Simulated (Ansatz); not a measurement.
This Ge structure is the end of a relaxation. The cell was found from a structure generator's guess, not taken from experiment.

Method: DFT PBE, scalar-relativistic, plane waves, PAW in Ansatz 0.2.0. Cutoff 420 eV, Γ-centred mesh, Gaussian smearing, no spin polarisation.

```
CELL_PARAMETERS angstrom
6.41240 0.00000 0.00000
-3.20620 5.55330 0.00000
0.00000 0.00000 3.96763
ATOMIC_POSITIONS crystal
Ge 0.61910 0.00000 0.00000
Ge 0.00000 0.61910 0.66667
Ge 0.38090 0.38090 0.33333
Ge 0.38090 0.00000 0.50000
Ge 0.00000 0.38090 0.16667
Ge 0.61910 0.61910 0.83333
```

Energies count from the standard state of Ge at the same level.

**Question.** Find its symmetry and describe it.

**Answer.** P6_522 (No. 179). Conventional cell: a = 6.412 Å, c = 3.968 Å. Around Ge lie 4 Ge at 2.50–2.53 Å.

**Question.** How far does it lie from the standard state of Ge?

**Answer.** +0.13 eV/atom. So it is a metastable form at best.

**Question.** Is it a metal?

**Answer.** There is no gap on the 6×6×10 mesh, but valence and conduction bands meet within 0.015 eV, so at this level it has a zero gap rather than a metal's Fermi surface.

**Question.** From what recipe could a structure generator have reached it?

**Answer.** One such recipe: 4-connected net of one element (P6_522, No. 179). Other recipes can lead to the same cell.

The last run used a 6×6×10 mesh (in the run's order of axes) for its 6-atom cell and Gaussian smearing of 0.10 eV. The zero gap may come from the functional, which often closes small gaps. Symmetry constrained the relaxation, so the result can be a saddle point. Another cell of Ge relaxed alike, in P6_3/mmc, lies 123 meV/atom lower, so this cell isn't the stable form at this level.
